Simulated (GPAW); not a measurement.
The system is Pb.

```
Pb
1.0
    -1.97966    1.97966    1.97966
     1.97966   -1.97966    1.97966
     1.97966    1.97966   -1.97966
Pb
1
Direct
  0.00000 0.00000 0.00000
```

This isn't the form of Pb at room conditions, which is fcc.

```yaml
Program: GPAW 26.7.0
Task: relaxation of cell and atoms
Functional: PBEsol
Dispersion: D3(BJ)+ATM
Potentials_or_basis: PAW data sets generated in the run's folder for this functional
Cutoff: 600 eV
Basis: pw
k_mesh: 9 × 9 × 9
Occupations: fermi-dirac, width 0.05 eV
Spin: no spin polarisation
```

At the start: pressure -4.4 GPa; volume 31.03 Å³/atom.

Task: Where does the relaxation end?

Result: Over 4 steps the energy falls by 44.2 meV/atom and the volume is 28.12 Å³/atom (-9.4 %); space group Im-3m (No. 229, to 0.05 Å).

The path:
```tsv
step	energy change (eV)	largest force (eV/Å)	pressure (GPa)	volume (Å³)
1	0.0000	0.0000	-4.35	31.03
2	-0.0259	0.0000	-3.01	29.93
3	-0.0438	0.0000	0.53	27.84
4	-0.0442	0.0000	-0.05	28.12
```

Final structure:
```yaml
crystal:
  lattice:
    - [-1.91570, 1.91570, 1.91570]
    - [1.91570, -1.91570, 1.91570]
    - [1.91570, 1.91570, -1.91570]
  atoms:
    - { symbol: Pb, position: [0.00000, 0.00000, 0.00000] }
```

Caveat: later steps reuse the first step's grids; pairwise dispersion overbinds metals, which lowers pressure and volume.
